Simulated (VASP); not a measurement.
# K in VASP: relaxation of the atoms with PBE+D4

Aim: the relaxation of the atoms of K with PBE+D4.

All numbers are computed with VASP 6.6.1; they aren't measurements. Logs are shortened: lines on timing, memory, paths and dates and some standing lists are left out, and cuts for length are marked.

**1. The structure**

The cell holds a slab with vacuum, 3 atoms: a = 4.725 Å, b = 4.725 Å, c = 22.812 Å, α = 90.00°, β = 90.00°, γ = 117.88°.

The slab is cut from a database's or a generator's crystal, which needn't be the stable form of the element.

**2. Relaxation of the atoms, PBE+D4**

File INCAR:

```
ALGO = Normal ; DIPOL = 0.5 0.5 0.500
EDIFF = 1E-6 ; EDIFFG = -0.01
ENCUT = 520 ; GGA = PE
IBRION = 2 ; IDIPOL = 3
ISIF = 2 ; ISMEAR = -1
IVDW = 13 ; LASPH = True
LCHARG = False ; LDIPOL = True
LREAL = False ; LWAVE = False
NELM = 80 ; NSW = 60
PREC = Accurate ; SIGMA = 0.05
```

File KPOINTS:

```
k-points
0
Gamma
  7 7 1
```

File POSCAR:

```
K
1.0
    4.7251254772      0.0000000000      0.0000000000
   -2.2093571875      4.1767872334      0.0000000000
    0.0000000000      0.0000000000     22.8117980100
K
3
Selective dynamics
Direct
    0.1793869800      0.8206130200      0.3287772405  F F F
    0.8206130200      0.1793869800      0.5000000000  T T T
    0.1793869800      0.8206130200      0.6712227595  T T T
```

Potentials or basis: VASP PAW PBE potentials, release 64 (K_sv).

The run is started by

```console
cat potpaw_PBE.64/K_sv/POTCAR > POTCAR
mpirun -np 1 vasp_std > vasp.out
```

OUTCAR:

```text
EDIFF = 1E-6
   EDIFFG = -0.01
   ENCUT = 520
   GGA = PE
   IBRION = 2
   ISIF = 2
   ISMEAR = -1
   IVDW = 13
   LASPH = True
   LREAL = False
   NELM = 80
   NSW = 60
   PREC = Accurate

 ion  position               nearest neighbor table
   1  0.179  0.821  0.329-
   2  0.821  0.179  0.500-
   3  0.179  0.821  0.671-

  LATTYP: Found a base centered orthorhombic cell.
 ALAT       =     4.8759247000
 B/A-ratio  =     1.6602432150
 C/A-ratio  =     4.6784557624

  Lattice vectors:

 A1 = (   4.7251254772,   0.0000000000,   0.0000000000)
 A2 = (  -2.2093571875,   4.1767872334,   0.0000000000)
 A3 = (   0.0000000000,   0.0000000000,  22.8117980100)

Analysis of symmetry for initial positions (statically):
=====================================================================
 Subroutine PRICEL returns:
 Original cell was already a primitive cell.

 Routine SETGRP: Setting up the symmetry group for a
 base centered orthorhombic supercell.

 Subroutine GETGRP returns: Found  4 space group operations
 (whereof  4 operations were pure point group operations)
 out of a pool of  8 trial point group operations.

The static configuration has the point symmetry C_2v.

Analysis of symmetry for dynamics (positions and initial velocities):
=====================================================================
 Subroutine PRICEL returns:
 Original cell was already a primitive cell.

 Routine SETGRP: Setting up the symmetry group for a
 base centered orthorhombic supercell.

 Subroutine GETGRP returns: Found  4 space group operations
 (whereof  4 operations were pure point group operations)
 out of a pool of  8 trial point group operations.

The dynamic configuration has the point symmetry C_2v.

Analysis of constrained symmetry for selective dynamics:
=====================================================================
 Subroutine PRICEL returns:
 Original cell was already a primitive cell.

 Routine SETGRP: Setting up the symmetry group for a
 base centered orthorhombic supercell.

 Subroutine GETGRP returns: Found  2 space group operations
 (whereof  2 operations were pure point group operations)
 out of a pool of  8 trial point group operations.

The constrained configuration has the point symmetry C_1h.

 Subroutine INISYM returns: Found  2 space group operations
 (whereof  2 operations are pure point group operations),
 and found     1 'primitive' translations

----------------------------------------------------------------------------------------

                                     Primitive cell

  volume of cell :     450.2101

  direct lattice vectors                    reciprocal lattice vectors
     4.725125477  0.000000000  0.000000000     0.211634591  0.111946427  0.000000000
    -2.209357188  4.176787233  0.000000000     0.000000000  0.239418468  0.000000000
     0.000000000  0.000000000 22.811798010     0.000000000  0.000000000  0.043836965

  length of vectors
     4.725125477  4.725125477 22.811798010     0.239418468  0.239418468  0.043836965

  position of ions in fractional coordinates (direct lattice)
     0.179386980  0.820613020  0.328777241
     0.820613020  0.179386980  0.500000000
     0.179386980  0.820613020  0.671222759

  ion indices of the primitive-cell ions
   primitive index   ion index
                 1           1
                 2           2
                 3           3

----------------------------------------------------------------------------------------

 KPOINTS: k-points

Automatic generation of k-mesh.
 Grid dimensions read from file:
 generate k-points for:    7    7    1

 Generating k-lattice:

  Cartesian coordinates                     Fractional coordinates (reciprocal lattice)
     0.030233513  0.015992347  0.000000000     0.142857143  0.000000000  0.000000000
     0.000000000  0.034202638  0.000000000     0.000000000  0.142857143  0.000000000
     0.000000000  0.000000000  0.043836965     0.000000000  0.000000000  1.000000000

  Length of vectors
     0.034202638  0.034202638  0.043836965

  Shift w.r.t. Gamma in fractional coordinates (k-lattice)
     0.000000000  0.000000000  0.000000000

 Subroutine IBZKPT returns following result:
 ===========================================

 Found     16 irreducible k-points:

 Following reciprocal coordinates:
            Coordinates               Weight
  0.000000  0.000000  0.000000      1.000000
  0.142857  0.000000  0.000000      4.000000
  0.285714  0.000000  0.000000      4.000000
  0.428571  0.000000  0.000000      4.000000
  0.142857  0.142857  0.000000      2.000000
  0.285714  0.142857  0.000000      4.000000
[... 8 lines left out ...]
  0.428571  0.428571  0.000000      2.000000
 -0.428571  0.428571  0.000000      2.000000
   k-points           NKPTS =     16   k-points in BZ     NKDIM =     16   number of bands    NBANDS=     17
   number of dos      NEDOS =    301   number of ions     NIONS =      3
   total plane-waves  NPLWV = 233280
   dimension x,y,z NGX =    36 NGY =   36 NGZ =  180
   dimension x,y,z NGXF=    72 NGYF=   72 NGZF=  360
   ions per type =               3
   NGX,Y,Z   is equivalent  to a cutoff of  12.67, 12.67, 13.12 a.u.
   NGXF,Y,Z  is equivalent  to a cutoff of  25.33, 25.33, 26.24 a.u.
 SYSTEM =  unknown system
   PREC   = accura    normal or accurate (medium, high low for compatibility)
   ISTART =      0    job   : 0-new  1-cont  2-samecut
   ICHARG =      2    charge: 1-file 2-atom 10-const
   ISPIN  =      1    spin polarized calculation?
   LNONCOLLINEAR =      F non collinear calculations
   LSORBIT =      F    spin-orbit coupling
   LASPH  =      T    aspherical Exc in radial PAW
   ENCUT  =  520.0 eV  38.22 Ry    6.18 a.u.   8.79  8.79 42.41*2*pi/ulx,y,z
   NELM   =     80;   NELMIN=  2; NELMDL= -5     # of ELM steps
   EDIFF  = 0.1E-05   stopping-criterion for ELM
   LREAL  =      F    real-space projection
   EDIFFG = -.1E-01   stopping-criterion for IOM
   NSW    =     60    number of steps for IOM
   IBRION =      2    ionic relax: 0-MD 1-quasi-New 2-CG
   NFREE  =      1    steps in history (QN), initial steepest desc. (CG)
   ISIF   =      2    stress and relaxation
   ISYM   =      2    0-nonsym 1-usesym 2-fastsym
   POTIM  = 0.5000    time-step for ionic-motion
   TEBEG  =    0.0;   TEEND  =   0.0 temperature during run
   PSTRESS=    0.0 pullay stress
   NELECT =      27.0000    total number of electrons
   NUPDOWN=      -1.0000    fix difference up-down
   EMIN   =  10.00;   EMAX   =-10.00  energy-range for DOS
   EFERMI =   0.00;   METHOD = LEGACY
   ISMEAR =    -1;   SIGMA  =   0.05  broadening in eV -4-tet -1-fermi 0-gaus
   EFERMI_NEDOS =   21; number of points for ismear=-14 and -15
   IALGO  =     38    algorithm
   IMIX   =      4    mixing-type and parameters
     AMIX     =   0.40;   BMIX     =  1.00
     AMIX_MAG =   1.60;   BMIX_MAG =  1.00
  volume/ion in A,a.u.               =     150.07      1012.72
  Fermi-wavevector in a.u.,A,eV,Ry     =   0.640803  1.210942  5.586935  0.410628
  Thomas-Fermi vector in A             =   1.706931
   LORBIT       =      0    0 simple, 1 ext, 2 COOP (PROOUT), +10 PAW based schemes
   GGA     = PE    functional components
   LHFCALC =     F    Hartree Fock is set to
   AEXX    =    0.0000 exact exchange contribution
   IVDW    =    13    specifies the selected vdW correction
   LEPSILON=     F    determine dielectric tensor
   LRPA    =     F    only Hartree local field effects (RPA)
 conjugate gradient relaxation of ions
 non-spin polarized calculation
  energy-cutoff  :      520.00
  volume of cell :      450.21
 maximum number of plane-waves:     12152
   NGX = 17   NGY = 17   NGZ = 85

--------------------------------------- Ionic step        1  -------------------------------------------

 number of electron      27.0000000 magnetization

 Free energy of the ion-electron system (eV)
  ---------------------------------------------------
  ext. energy  EPLUGINS =         0.00000000
  ---------------------------------------------------
  free energy    TOTEN  =        -2.89728549 eV

  energy without entropy =       -2.87471283  energy(sigma->0) =       -2.88599916

------------------------ aborting loop because EDIFF is reached ----------------------------------------

  DFT-D4 for vdW energy calculation

  Edisp (eV):   -0.15434

  FORCE on cell =-STRESS in cart. coord.  units (eV):
  Direction    XX          YY          ZZ          XY          YZ          ZX
  --------------------------------------------------------------------------------------
  -------------------------------------------------------------------------------------
  Total      -0.42857    -0.50121    -0.38492    -0.06866    -0.00000     0.00000
  in kB      -1.52518    -1.78368    -1.36981    -0.24435    -0.00000     0.00000
  external pressure =       -1.56 kB  Pullay stress =        0.00 kB
[... 100 lines left out ...]
  FREE ENERGIE OF THE ION-ELECTRON SYSTEM (eV)
  ---------------------------------------------------
  free  energy   TOTEN  =        -3.0520320805 eV

  energy  without entropy=       -3.0295572648  energy(sigma->0) =       -3.04079467

[... ionic steps 4 to 7 ...]

--------------------------------------- Ionic step        8  -------------------------------------------

 number of electron      27.0000001 magnetization

------------------------ aborting loop because EDIFF is reached ----------------------------------------

  DFT-D4 for vdW energy calculation

  Edisp (eV):   -0.15784
[... 67 lines left out ...]
  FREE ENERGIE OF THE ION-ELECTRON SYSTEM (eV)
  ---------------------------------------------------
  free  energy   TOTEN  =        -3.0591982885 eV

  energy  without entropy=       -3.0394209605  energy(sigma->0) =       -3.04930962

 dipolmoment           0.000000      0.000000     -0.000007 electrons x Angstroem

--------------------------------------- Ionic step       10  -------------------------------------------

 number of electron      27.0000001 magnetization

 dipolmoment           0.000000      0.000000      0.000079 electrons x Angstroem

 Free energy of the ion-electron system (eV)
  ---------------------------------------------------
  ext. energy  EPLUGINS =         0.00000000
  ---------------------------------------------------
  free energy    TOTEN  =        -2.89947813 eV

  energy without entropy =       -2.88055610  energy(sigma->0) =       -2.89001712

 E-fermi :  -1.1905     XC(G=0):  -3.3459

 val. band max:       -1.2262354691   @ k =  -0.4286   0.2857   0.0000
 cond. band min:      -1.1133035560   @ k =   0.1429   0.1429   0.0000
 fundamental gap:      0.1129319131
 Fermi energy:        -1.1905395102

 k-point     1 :       0.0000    0.0000    0.0000
  band No.  band energies     occupation
      1     -33.5027      2.00000
      2     -33.5025      2.00000
      3     -33.3617      2.00000
      4     -17.0070      2.00000
      5     -17.0027      2.00000
      6     -16.9525      2.00000
[... 9 lines left out ...]
     16      -0.5424      0.00000
     17       0.1454      0.00000
[... 285 lines left out ...]
      3     -33.3596      2.00000
      4     -16.9984      2.00000
      5     -16.9980      2.00000
      6     -16.9951      2.00000
[... 9 lines left out ...]
     16      -0.0301      0.00000
     17       0.2036      0.00000

------------------------ aborting loop because EDIFF is reached ----------------------------------------

 vacuum level on the upper side and lower side of the slab       (xc-potential included)        -0.023        -0.269

  DFT-D4 for vdW energy calculation

  Edisp (eV):   -0.16080

  FORCE on cell =-STRESS in cart. coord.  units (eV):
  Direction    XX          YY          ZZ          XY          YZ          ZX
  --------------------------------------------------------------------------------------
  -------------------------------------------------------------------------------------
  Total      -0.36396    -0.43767     0.04278    -0.06967    -0.00089     0.00148
  in kB      -1.29524    -1.55756     0.15224    -0.24795    -0.00318     0.00528
  external pressure =       -0.90 kB  Pullay stress =        0.00 kB
[... 18 lines left out ...]
  FREE ENERGIE OF THE ION-ELECTRON SYSTEM (eV)
  ---------------------------------------------------
  free  energy   TOTEN  =        -3.0602758491 eV

  energy  without entropy=       -3.0413538262  energy(sigma->0) =       -3.05081484

 reached required accuracy - stopping structural energy minimisation

 vacuum level on the upper side and lower side of the slab         1.044         0.908
```

Wall time 22 min (1 thread of Intel Xeon Platinum 8488C (Sapphire Rapids), shared host); peak memory 0.59 GiB.

Results:

- Free energy: -3.0603 eV
- Energy gained by relaxing: 2.9 meV/atom
- Ionic steps: 10
- Band gap on the k mesh: none (metal or under the smearing width)
- Dispersion energy per atom: -0.054 eV

The path:
| step | energy change (eV) | largest force (eV/Å) | pressure (GPa) |
| --- | --- | --- | --- |
| 1 | 0.0000 | 0.0463 | -0.16 |
| 2 | -0.0001 | 0.0462 | -0.16 |
| 3 | -0.0004 | 0.0463 | -0.15 |
| 4 | -0.0010 | 0.0457 | -0.15 |
| 5 | -0.0020 | 0.0453 | -0.15 |
| 6 | -0.0036 | 0.0447 | -0.14 |
| 7 | -0.0047 | 0.0472 | -0.12 |
| 8 | -0.0056 | 0.0434 | -0.12 |
| 9 | -0.0076 | 0.0309 | -0.11 |
| 10 | -0.0087 | 0.0097 | -0.09 |

Final structure:
```
K
1.0
     4.72513    0.00000    0.00000
    -2.20936    4.17679    0.00000
     0.00000    0.00000   22.81180
K
3
Cartesian
  -0.9654 3.4275 7.5000
  3.5029 0.7362 11.1969
  -0.9766 3.4343 14.8877
```
